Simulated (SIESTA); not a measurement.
The system is BAs.

```
CELL_PARAMETERS angstrom
0.00000 2.38850 2.38850
2.38850 0.00000 2.38850
2.38850 2.38850 0.00000
ATOMIC_POSITIONS crystal
As 0.75000 0.75000 0.75000
B 0.00000 0.00000 0.00000
```

Base run:

* Program: SIESTA 5.4.2
* Functional: PBE
* Potentials or basis: PseudoDojo 0.4 standard (PBE files)
* Basis: DZP (energy shift 0.003 Ry; two zetas on semicore shells)
* Grid cutoff: 500 Ry
* Energy shift: 0.003 Ry
* k mesh: 10 × 10 × 10
* Occupations: fermi-dirac, width 0.05 eV
* Spin: no spin polarisation

Its results: band gap on the k mesh 1.34 eV, indirect (least direct gap 3.36 eV); pressure 4.7 GPa.

After a change of settings the same cell gave: band gap on the k mesh 1.22 eV, indirect (least direct gap 3.31 eV); pressure 5.2 GPa. Which change was it?
A. potentials or basis from PseudoDojo 0.4 standard (PBE files) to PseudoDojo 0.4 stringent (PBE files); valence electrons from 18 to 26
B. potentials or basis from PseudoDojo 0.4 standard (PBE files) to SPMS 1.0 (PBE files) or PseudoDojo by element
C. potentials or basis from PseudoDojo 0.4 standard (PBE files) to SG15 1.2 (PBE files) or PseudoDojo by element; valence electrons from 18 to 8

C.

Caveats: the basis of atomic orbitals isn't converged, which shifts pressures, moduli and gaps.
